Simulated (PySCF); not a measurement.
Spectrum to structure. Method: TDDFT CAM-B3LYP/def2-SVPD, vertical, gas phase, core orbitals frozen in the response (PySCF). Geometries: PBE0-D3(BJ)/def2-SVP, one conformer each.

```json
{"state": "S1", "λ (nm)": "240.9", "f": "0.0047"}
{"state": "S2", "λ (nm)": "230.7", "f": "0.0000"}
{"state": "S3", "λ (nm)": "222.1", "f": "0.025"}
{"state": "S4", "λ (nm)": "196.4", "f": "0.0002"}
{"state": "S5", "λ (nm)": "173.6", "f": "0.391"}
{"state": "S6", "λ (nm)": "171.8", "f": "0.641"}
{"state": "S7", "λ (nm)": "168.3", "f": "0.0001"}
{"state": "S8", "λ (nm)": "165.1", "f": "0.070"}
{"state": "S9", "λ (nm)": "161.9", "f": "0.0068"}
{"state": "S10", "λ (nm)": "157.2", "f": "0.0004"}
```

Triplets computed (Tamm–Dancoff): 4.22, 4.44, 4.74, 4.91 eV.

Question: Which structure fits? All have the formula C6H7N.
A. `Cc1ccncc1`
B. `N#CC=C1CCC1`
C. `NC1=CC=CC=C1`

Answer: A. Its S1 lies at 5.15 eV; the nearest of the others has S1 at 4.89 eV. S1 is HOMO→LUMO (97%). Löwdin shares by element: HOMO nitrogen 59%, carbon 26% or more; LUMO carbon 45% or more, nitrogen 21% (atoms not listed hold the other 34%). At the same level the other candidates give, for their lowest levels:
- `Nc1ccccc1`: 254 nm (f 0.038); 223 nm (f 0.067); 216 nm (f 0.081); 192 nm (f 0.001); 192 nm (f 0.004); T1 3.88 eV; HOMO -7.13, LUMO 0.95 eV
- `N#CC=C1CCC1`: 209 nm (f 0.430); 191 nm (f 0.000); 186 nm (f 0.000); 177 nm (f 0.001); 172 nm (f 0.000); HOMO -8.87, LUMO -0.26 eV
